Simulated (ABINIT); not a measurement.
**AlN (F-43m): G0W0 on several meshes in ABINIT**

How does the mesh move the gap of AlN (F-43m)?

Main program and level: ABINIT 10.8.3; PBE and many-body steps on it, plane waves.

**1. Starting point**

It takes space group F-43m (No. 216, cubic). Conventional cell: a = 4.368 Å, b = 4.368 Å, c = 4.368 Å, α = 90.00°, β = 90.00°, γ = 90.00°. Al has 4 N at 1.89 Å nearest. Nearest to N lie 4 Al at 1.89 Å. Farther neighbours and most contacts between anions are not listed.

The cell and positions are those that the Materials Project relaxed with its own functionals (PBE, PBE+U or r2SCAN), kept fixed. This is not the form that AlN usually takes at ambient conditions.

**2. Empty states on the mesh, 6×6×6 mesh, 540 bands**

This step: ABINIT 10.8.3; DFT, PBE, plane waves, norm-conserving pseudopotentials.

The sums over transitions need many empty states on a uniform mesh; this step solves for them.

run.abi reads:

```
acell 3*1.0 Angstrom
rprim 
  -0.000000000000 2.183993559600 2.183993559600
  2.183993559600 -0.000000000000 2.183993559600
  2.183993559600 2.183993559600 -0.000000000000
ntypat 2
znucl 13 7
natom 2
typat 1 2
xred 
  0.000000000000 0.000000000000 0.000000000000
  0.750000000000 0.750000000000 0.750000000000
pp_dirpath "pseudos"
pseudos "Al.upf, N.upf"
ecut 36
ngkpt 6 6 6
nshiftk 1
shiftk 0 0 0
kptopt 1
chksymbreak 0
irdden 1
istwfk *1
nband 540
prtvol 0
optdriver 6
gwr_task "HDIAGO"
paral_kgb 0
occopt 1
indata_prefix "in"
outdata_prefix "out"
tmpdata_prefix "tmp"
```

Started as:

```console
$ OMP_NUM_THREADS=1 mpirun -n 8 abinit run.abi > log
```

The log of the run:

```text
.Version 10.8.3 of ABINIT. v10.8.2 released Aug 2026.

 Symmetries : space group F-4 3 m (#216); Bravais cF (face-center cubic)
[... echo of the input left out ...]
== DATASET  1 ==================================================================
-   mpi_nproc: 8, omp_nthreads: 1 (-1 if OMP is not activated)

--- !DatasetInfo
iteration_state: {dtset: 1, }
dimensions: {natom: 2, nkpt: 16, mband: 540, nsppol: 1, nspinor: 1, nspden: 1, mpw: 1464, }
cutoff_energies: {ecut:  36.0, pawecutdg:  -1.0, }
[...]
Indirect band gap semiconductor
 Fundamental gap:     3.325 (eV)
   VBM:     5.159 (eV) at k: [ 0.0000E+00,  0.0000E+00,  0.0000E+00]
   CBM:     8.483 (eV) at k: [ 5.0000E-01,  5.0000E-01,  0.0000E+00]
 Direct gap:         4.192 (eV) at k: [ 0.0000E+00,  0.0000E+00,  0.0000E+00]

== END DATASET(S) ==============================================================
================================================================================

 -outvars: echo values of variables after computation  --------
           etotal      0.0000000000E+00
            nband         540
             nkpt          16
          spgroup         216
 [... the other variables as echoed above ...]

 Calculation completed.
```

Elapsed: 7.7 s, on 8 MPI ranks of Arm Neoverse V2, shared host; peak memory 1.4 GiB.

This step gave:

| Property | Result |
| --- | --- |
| gap | 3.325 eV |
| k of the valence top | 0, 0, 0 |
| k of the conduction bottom | 0.5, 0.5, 0 |
| least direct gap | 4.192 eV |
| k points computed | 16 |
| lowest point of the top converged band, above the valence top | 481.7249 eV |

On this mesh the gap is 3.325 eV.

The density comes from a self-consistent run that is not shown.

**3. Screening, 6×6×6 mesh, 108 bands, screening to 203.5 eV**

The RPA dielectric matrix is built and inverted for each q.

This step: RPA screening on PBE, plane waves, norm-conserving pseudopotentials.

run.abi, as its differences from that of step 2:

```diff
@@ -20,10 +20,11 @@
 chksymbreak 0
-irdden 1
 istwfk *1
-nband 540
-prtvol 0
-optdriver 6
-gwr_task "HDIAGO"
-paral_kgb 0
 occopt 1
+irdwfk 1
+optdriver 3
+nband 108
+ecuteps 7.48
+inclvkb 2
+awtr 1
+symchi 1
 indata_prefix "in"
```

The log of the run:

```text
.Version 10.8.3 of ABINIT. v10.8.2 released Aug 2026.

 Symmetries : space group F-4 3 m (#216); Bravais cF (face-center cubic)
[... echo of the input left out ...]
== DATASET  1 ==================================================================
-   mpi_nproc: 8, omp_nthreads: 1 (-1 if OMP is not activated)

--- !DatasetInfo
iteration_state: {dtset: 1, }
dimensions: {natom: 2, nkpt: 16, mband: 108, nsppol: 1, nspinor: 1, nspden: 1, mpw: 1464, }
cutoff_energies: {ecut:  36.0, pawecutdg:  -1.0, }
electrons: {nelect:   8.00000000E+00, charge:   0.00000000E+00, occopt:   1.00000000E+00, tsmear:   1.00000000E-02, }

 SCREENING: Calculation of the susceptibility and dielectric matrices

 Based on a program developped by R.W. Godby, V. Olevano, G. Onida, and L. Reining.
 Incorporated in ABINIT by V. Olevano, G.-M. Rignanese, and M. Torrent.
.Using double precision arithmetic ; gwpc =  8

[... cell and pseudopotentials left out ...]
--------------------------------------------------------------------------------

 ==== K-mesh for the wavefunctions ====
 Number of points in the irreducible wedge :    16
[... list of points left out ...]
 Together with 24 symmetry operations and time-reversal symmetry
 yields   216 points in the full Brillouin Zone.

 ==== Q-mesh for the screening function ====
 Number of points in the irreducible wedge :    16
[... list of points left out ...]
 Together with 24 symmetry operations and time-reversal symmetry
 yields   216 points in the full Brillouin Zone.

 setmesh: FFT mesh size selected  =    24x   24x   24
          total number of points  =        13824

 vcoul_init : cutoff-mode = AUXILIARY_FUNCTION
 q-points for optical limit:   1
     1)      0.000010    0.000020    0.000030

- screening: taking advantage of time-reversal symmetry
- Maximum band index for partially occupied states nbvw = 4
- Remaining bands to be divided among processors   nbcw = 104
- Number of bands treated by each node ~13

 Number of electrons calculated from density =    8.0000; Expected =    8.0000
 average of density, n =  0.056900
 r_s =    1.6129
 omega_plasma =   23.0097 [eV]

 calculating chi0 at frequencies [eV] :
  1    0.000000E+00    0.000000E+00
  2    0.000000E+00    2.300966E+01

--------------------------------------------------------------------------------
  q-point number  1        q = ( 0.000000, 0.000000, 0.000000) [r.l.u.]
--------------------------------------------------------------------------------
[... chi0 elements left out ...]
 For q-point:  0.000010 0.000020 0.000030
  dielectric constant =   4.3508
  dielectric constant without local fields =   4.7912

  Average fulfillment of the sum rule on Im[epsilon] for q-point    1 :     90.36  [%]
[... wings left out ...]
  q-point number  2        q = ( 0.166667, 0.000000, 0.000000) [r.l.u.]
--------------------------------------------------------------------------------
[... chi0 elements left out ...]
  Average fulfillment of the sum rule on Im[epsilon] for q-point    2 :     96.28  [%]

 [... 14 further q-points ...]
```

Run time: 19 s. Hardware: 8 MPI ranks; peak memory 1.1 GiB.

This step gave:

* ε∞ with local fields, on this mesh, along the program's q direction: 4.351
* the same without local fields: 4.791
* plasma frequency: 23.01 eV
* plane waves in the screening matrix: 137

Local fields lower ε∞ by 9 %.

**4. 6×6×6**

The self-energy is evaluated for the states that the input lists, and the levels follow from it, in one-shot runs by the linearised quasiparticle equation.

This step: G0W0 on PBE, plane waves, norm-conserving pseudopotentials.

run.abi, as its differences from that of step 3:

```diff
@@ -23,8 +23,19 @@
 irdwfk 1
-optdriver 3
+optdriver 4
 nband 108
+gwcalctyp 0
+ecutsigx 36
+symsigma 1
+nkptgw 3
+kptgw 
+  0.0000000000 0.0000000000 0.0000000000
+  0.5000000000 0.5000000000 0.0000000000
+  0.5000000000 0.0000000000 0.0000000000
+bdgw 
+  2 8
+  3 6
+  3 6
 ecuteps 7.48
-inclvkb 2
-awtr 1
-symchi 1
+irdscr 1
+ppmodel 1
 indata_prefix "in"
```

The log of the run:

```text
.Version 10.8.3 of ABINIT. v10.8.2 released Aug 2026.

 Symmetries : space group F-4 3 m (#216); Bravais cF (face-center cubic)
[... echo of the input left out ...]
== DATASET  1 ==================================================================
-   mpi_nproc: 8, omp_nthreads: 1 (-1 if OMP is not activated)

--- !DatasetInfo
iteration_state: {dtset: 1, }
dimensions: {natom: 2, nkpt: 16, mband: 108, nsppol: 1, nspinor: 1, nspden: 1, mpw: 1464, }
cutoff_energies: {ecut:  36.0, pawecutdg:  -1.0, }
electrons: {nelect:   8.00000000E+00, charge:   0.00000000E+00, occopt:   1.00000000E+00, tsmear:   1.00000000E-02, }

 SIGMA: Calculation of the GW corrections

 Based on a program developped by R.W. Godby, V. Olevano, G. Onida, and L. Reining.
 Incorporated in ABINIT by V. Olevano, G.-M. Rignanese, and M. Torrent.
.Using double precision arithmetic ; gwpc =  8

[... cell and pseudopotentials left out ...]
--------------------------------------------------------------------------------

 ==== K-mesh for the wavefunctions ====
 Number of points in the irreducible wedge :    16
[... list of points left out ...]
 Together with 24 symmetry operations and time-reversal symmetry
 yields   216 points in the full Brillouin Zone.

 ==== Q-mesh for screening function ====
 Number of points in the irreducible wedge :    16
[... list of points left out ...]
 Together with 24 symmetry operations and time-reversal symmetry
 yields   216 points in the full Brillouin Zone.

 vcoul_init : cutoff-mode = AUXILIARY_FUNCTION
 q-points for optical limit:   1
     1)      0.000010    0.000020    0.000030
 setmesh: FFT mesh size selected  =    32x   32x   32
          total number of points  =        32768

 Number of electrons calculated from density =    8.0000; Expected =    8.0000
 average of density, n =  0.056900
 r_s =    1.6129
 omega_plasma =   23.0097 [eV]

 === KS Band Gaps ===
  >>>> For spin  1
   Minimum direct gap =   4.1921 [eV], located at k-point      :   0.0000  0.0000  0.0000
   Fundamental gap    =   3.3248 [eV], Top of valence bands at :   0.0000  0.0000  0.0000
                                       Bottom of conduction at :   0.5000  0.5000  0.0000
 SIGMA fundamental parameters:
 PLASMON POLE MODEL  1
 number of plane-waves for SigmaX                 1459
 number of plane-waves for SigmaC and W            137
 number of plane-waves for wavefunctions          1459
 number of bands                                   108
 number of independent spin polarizations            1
 number of spinorial components                      1
 number of k-points in IBZ                          16
 number of q-points in IBZ                          16
 number of symmetry operations                      24
 number of k-points in BZ                          216
 number of q-points in BZ                          216
 number of frequencies for dSigma/dE                 9
 frequency step for dSigma/dE [eV]                0.25
 number of omega for Sigma on real axis              0
 max omega for Sigma on real axis  [eV]           0.00
 zcut for avoiding poles [eV]                     0.10

 EPSILON^-1 parameters (SCR file):
 dimension of the eps^-1 matrix on file            137
 dimension of the eps^-1 matrix used               137
 number of plane-waves for wavefunctions          1459
 number of bands                                   108
 number of q-points in IBZ                          16
 number of frequencies                               2
 number of real frequencies                          1
 number of imag frequencies                          1

 matrix elements of self-energy operator (all in [eV])

 Perturbative Calculation

--- !SelfEnergy_ee
iteration_state: {dtset: 1, }
kpoint     : [   0.000,    0.000,    0.000, ]
spin       : 1
KS_gap     :    4.192
QP_gap     :    5.592
Delta_QP_KS:    1.400
data: !SigmaeeData |
     Band     E0 <VxcDFT>   SigX SigC(E0)      Z dSigC/dE  Sig(E)    E-E0       E
        2   5.159 -16.959 -20.996   2.957   0.786  -0.273 -17.808  -0.848   4.310
        3   5.159 -16.959 -20.996   2.957   0.786  -0.273 -17.808  -0.848   4.310
        4   5.159 -16.959 -20.996   2.957   0.786  -0.273 -17.808  -0.848   4.310
        5   9.351 -12.531  -8.056  -3.800   0.816  -0.226 -11.980   0.551   9.902
        6  17.748  -9.892  -4.092  -5.078   0.815  -0.227  -9.303   0.588  18.336
        7  17.748  -9.892  -4.092  -5.078   0.815  -0.227  -9.303   0.588  18.336
[...]
--- !SelfEnergy_ee
iteration_state: {dtset: 1, }
kpoint     : [   0.500,    0.500,    0.000, ]
spin       : 1
KS_gap     :    5.100
QP_gap     :    6.585
Delta_QP_KS:    1.485
data: !SigmaeeData |
     Band     E0 <VxcDFT>   SigX SigC(E0)      Z dSigC/dE  Sig(E)    E-E0       E
[...]
--- !SelfEnergy_ee
iteration_state: {dtset: 1, }
kpoint     : [   0.500,    0.000,    0.000, ]
spin       : 1
KS_gap     :    7.872
QP_gap     :    9.409
Delta_QP_KS:    1.537
data: !SigmaeeData |
     Band     E0 <VxcDFT>   SigX SigC(E0)      Z dSigC/dE  Sig(E)    E-E0       E
[...]
4   4.678 -16.600 -20.861   3.070   0.785  -0.274 -17.534  -0.934   3.745
        5  12.551 -11.009  -5.874  -4.403   0.824  -0.213 -10.406   0.603  13.154
        6  15.004 -13.282  -6.773  -5.211   0.784  -0.276 -12.264   1.018  16.022

== END DATASET(S) ==============================================================
================================================================================

 -outvars: echo values of variables after computation  --------
           etotal      0.0000000000E+00
            nband         108
             nkpt          16
          spgroup         216
 [... the other variables as echoed above ...]

 Calculation completed.
```

The job ended after 6.3 s (8 MPI ranks; peak memory 1.2 GiB; 49 s of CPU time).

Numbers from this step:

```yaml
g0w0_gap_on_the_points_computed: 4.519 eV
starting_gap_on_the_mesh: 3.325 eV
k_of_the_valence_top: 0, 0, 0
k_of_the_conduction_bottom: 0.5, 0.5, 0
z_at_the_valence_top: 0.786
z_at_the_conduction_bottom: 0.835
least_direct_g0w0_gap_on_the_computed_points: 5.592 eV
```

The gap on the mesh goes from 3.32 eV to 4.52 eV, a correction of +1.19 eV.

**5. Empty states on the mesh, 8×8×8 mesh, 116 bands**

This step: DFT, PBE, plane waves, norm-conserving pseudopotentials.

run.abi reads:

```
acell 3*1.0 Angstrom
rprim 
  -0.000000000000 2.183993559600 2.183993559600
  2.183993559600 -0.000000000000 2.183993559600
  2.183993559600 2.183993559600 -0.000000000000
ntypat 2
znucl 13 7
natom 2
typat 1 2
xred 
  0.000000000000 0.000000000000 0.000000000000
  0.750000000000 0.750000000000 0.750000000000
pp_dirpath "pseudos"
pseudos "Al.upf, N.upf"
ecut 36
ngkpt 8 8 8
nshiftk 1
shiftk 0 0 0
kptopt 1
chksymbreak 0
irdden 1
istwfk *1
nband 116
prtvol 0
optdriver 6
gwr_task "HDIAGO"
paral_kgb 0
occopt 1
indata_prefix "in"
outdata_prefix "out"
tmpdata_prefix "tmp"
```

The log of the run:

```text
[banner, memory and clock lines left out]
.Version 10.8.3 of ABINIT. v10.8.2 released Aug 2026.

 Symmetries : space group F-4 3 m (#216); Bravais cF (face-center cubic)
[... echo of the input left out ...]
== DATASET  1 ==================================================================
-   mpi_nproc: 8, omp_nthreads: 1 (-1 if OMP is not activated)

--- !DatasetInfo
iteration_state: {dtset: 1, }
dimensions: {natom: 2, nkpt: 29, mband: 116, nsppol: 1, nspinor: 1, nspden: 1, mpw: 1475, }
cutoff_energies: {ecut:  36.0, pawecutdg:  -1.0, }
[...]
Integrated=    8.0000E+00

 === KS gaps after direct diagonalization ===
 Indirect band gap semiconductor
 Fundamental gap:     3.325 (eV)
   VBM:     5.159 (eV) at k: [ 0.0000E+00,  0.0000E+00,  0.0000E+00]
   CBM:     8.483 (eV) at k: [ 5.0000E-01,  5.0000E-01,  0.0000E+00]
 Direct gap:         4.192 (eV) at k: [ 0.0000E+00,  0.0000E+00,  0.0000E+00]

== END DATASET(S) ==============================================================

 -outvars: echo values of variables after computation  --------
           etotal      0.0000000000E+00
            nband         116
             nkpt          29
          spgroup         216
 [... the other variables as echoed above ...]

 Calculation completed.
```

Wall time 12 s (8 MPI ranks); peak memory 1.4 GiB; 93 s of CPU time.

This step gave:

```yaml
gap: 3.325 eV
k_of_the_valence_top: 0, 0, 0
k_of_the_conduction_bottom: 0.5, 0.5, 0
least_direct_gap: 4.192 eV
k_points_computed: 29
lowest_point_of_the_top_converged_band_above_the_valence_top: 147.7012 eV
```

On this mesh the gap is 3.325 eV.

**6. Screening, 8×8×8 mesh, 108 bands, screening to 203.5 eV**

This step: RPA screening on PBE, plane waves, norm-conserving pseudopotentials.

run.abi, as its differences from that of step 5:

```diff
@@ -20,10 +20,11 @@
 chksymbreak 0
-irdden 1
 istwfk *1
-nband 116
-prtvol 0
-optdriver 6
-gwr_task "HDIAGO"
-paral_kgb 0
 occopt 1
+irdwfk 1
+optdriver 3
+nband 108
+ecuteps 7.48
+inclvkb 2
+awtr 1
+symchi 1
 indata_prefix "in"
```

The log of the run:

```text
.Version 10.8.3 of ABINIT. v10.8.2 released Aug 2026.

 Symmetries : space group F-4 3 m (#216); Bravais cF (face-center cubic)
[... echo of the input left out ...]
== DATASET  1 ==================================================================
-   mpi_nproc: 8, omp_nthreads: 1 (-1 if OMP is not activated)

--- !DatasetInfo
iteration_state: {dtset: 1, }
dimensions: {natom: 2, nkpt: 29, mband: 108, nsppol: 1, nspinor: 1, nspden: 1, mpw: 1475, }
cutoff_energies: {ecut:  36.0, pawecutdg:  -1.0, }
electrons: {nelect:   8.00000000E+00, charge:   0.00000000E+00, occopt:   1.00000000E+00, tsmear:   1.00000000E-02, }

 SCREENING: Calculation of the susceptibility and dielectric matrices

 Based on a program developped by R.W. Godby, V. Olevano, G. Onida, and L. Reining.
 Incorporated in ABINIT by V. Olevano, G.-M. Rignanese, and M. Torrent.
.Using double precision arithmetic ; gwpc =  8

[... cell and pseudopotentials left out ...]
--------------------------------------------------------------------------------

 ==== K-mesh for the wavefunctions ====
 Number of points in the irreducible wedge :    29
[... list of points left out ...]
 Together with 24 symmetry operations and time-reversal symmetry
 yields   512 points in the full Brillouin Zone.

 ==== Q-mesh for the screening function ====
 Number of points in the irreducible wedge :    29
[... list of points left out ...]
 Together with 24 symmetry operations and time-reversal symmetry
 yields   512 points in the full Brillouin Zone.

 setmesh: FFT mesh size selected  =    24x   24x   24
          total number of points  =        13824

 vcoul_init : cutoff-mode = AUXILIARY_FUNCTION
 q-points for optical limit:   1
     1)      0.000010    0.000020    0.000030

- screening: taking advantage of time-reversal symmetry
- Maximum band index for partially occupied states nbvw = 4
- Remaining bands to be divided among processors   nbcw = 104
- Number of bands treated by each node ~13

 Number of electrons calculated from density =    8.0000; Expected =    8.0000
 average of density, n =  0.056900
 r_s =    1.6129
 omega_plasma =   23.0097 [eV]

 calculating chi0 at frequencies [eV] :
  1    0.000000E+00    0.000000E+00
  2    0.000000E+00    2.300966E+01

--------------------------------------------------------------------------------
  q-point number  1        q = ( 0.000000, 0.000000, 0.000000) [r.l.u.]
--------------------------------------------------------------------------------
[... chi0 elements left out ...]
 For q-point:  0.000010 0.000020 0.000030
  dielectric constant =   4.2727
  dielectric constant without local fields =   4.7096

  Average fulfillment of the sum rule on Im[epsilon] for q-point    1 :     90.33  [%]
[... wings left out ...]
  q-point number  2        q = ( 0.125000, 0.000000, 0.000000) [r.l.u.]
--------------------------------------------------------------------------------
[... chi0 elements left out ...]
  Average fulfillment of the sum rule on Im[epsilon] for q-point    2 :     96.73  [%]

 [... 27 further q-points ...]
```

Run time: 80 s. Hardware: 8 MPI ranks; peak memory 1.8 GiB.

This step gave:

* ε∞ with local fields, on this mesh, along the program's q direction: 4.273
* the same without local fields: 4.710
* plasma frequency: 23.01 eV
* plane waves in the screening matrix: 137

(Continued in part 2 of 2.)

[Paths, hosts, dates, memory and timing lines, banners, echoed tables and standing remarks are left out of the program output.]

[Logs are printed without paths, hosts, clocks, repeated set-up lines and the standing remarks that a program may print on its own settings, such as how far it seeks lower states.]

[Runs of the session that timed out or met a known fault of the program may be left out.]

[Hosts, paths, dates, database ids (printed as entryN), source tags and the programs' standing remarks are cut or masked in the printed files.]

[G0W0 gaps are taken among the corrected bands and points alone; a level outside them can change the order at an edge.]

[Where Ansatz stands beside ABINIT at settings called matched, ABINIT's density can come from a denser mesh and the files from another edition; pairs whose starting gaps differed by over 0.03 eV were left out, so agreement reads better than it is.]
